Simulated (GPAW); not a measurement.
Here is a GPAW 26.7.0 calculation.

Contents of run.py:

```python
from ase import Atoms
from ase.eos import EquationOfState
from ase.io import Trajectory
from ase.units import GPa
from gpaw import GPAW, PW, setup_paths

setup_paths.insert(0, '.')

atoms = Atoms(['Sn', 'Sn'],
              cell=[[-2.9401404553, 2.9401404553, 1.5993019889],
                    [2.9401404553, -2.9401404553, 1.5993019889],
                    [2.9401404553, 2.9401404553, -1.5993019889]],
              scaled_positions=[[0.0, 0.0, 0.0],
                                [0.75, 0.25, 0.5]],
              pbc=True)

traj = Trajectory('eos.traj', 'w')
volumes, energies = [], []
for x in [0.94, 0.96, 0.98, 1.0, 1.02, 1.04, 1.06]:
    a = atoms.copy()
    a.set_cell(atoms.cell * x**(1 / 3), scale_atoms=True)
    calc = GPAW(mode=PW(600),
                xc='LDA',
                kpts={'size': (7, 7, 7), 'gamma': True},
                occupations={'name': 'fermi-dirac', 'width': 0.05},
                nbands=24,
                convergence={'density': 1e-05, 'energy': 1e-05},
                maxiter=150,
                txt=f'eos-{x:.2f}.txt')
    a.calc = calc
    energies.append(a.get_potential_energy(force_consistent=True))
    volumes.append(a.get_volume())
    p = -a.get_stress()[:3].mean() / GPa
    calc.write(f'eos-{x:.2f}.gpw')
    traj.write(a)
    print(f'{x:.2f} {volumes[-1]:10.4f} A^3 {energies[-1]:14.6f} eV {p:9.3f} GPa', flush=True)

v0, e0, B = EquationOfState(volumes, energies, eos='birchmurnaghan').fit()
print(f'V0 = {v0:.4f} A^3, E0 = {e0:.6f} eV, B0 = {B / GPa:.2f} GPa')
```

Potentials or basis: PAW data sets generated in the run's folder for this functional, pw.

Run with:

```sh
$ gpaw-setup -f LDA Sn
$ OMP_NUM_THREADS=1 python run.py
```

Problem. What does it give for the bulk modulus at fixed shape and positions?

Solution. 60 GPa (rough).

Problem. Estimate the equilibrium volume.

Solution. 25.97 Å³/atom (rough: see the caveat).

Energy against volume, from the lowest point:
```
volume (Å³/atom)  energy (meV/atom)
          25.991               0.00
          26.544               2.29
          27.097               8.47
          27.650              18.09
          28.203              30.78
          28.756              46.18
          29.309              63.98
```

Caveat: the minimum lies outside the volumes run; the cell was scaled at fixed shape and fractional positions, which overstates the stiffness of a crystal with free parameters, most of all of layers and chains.
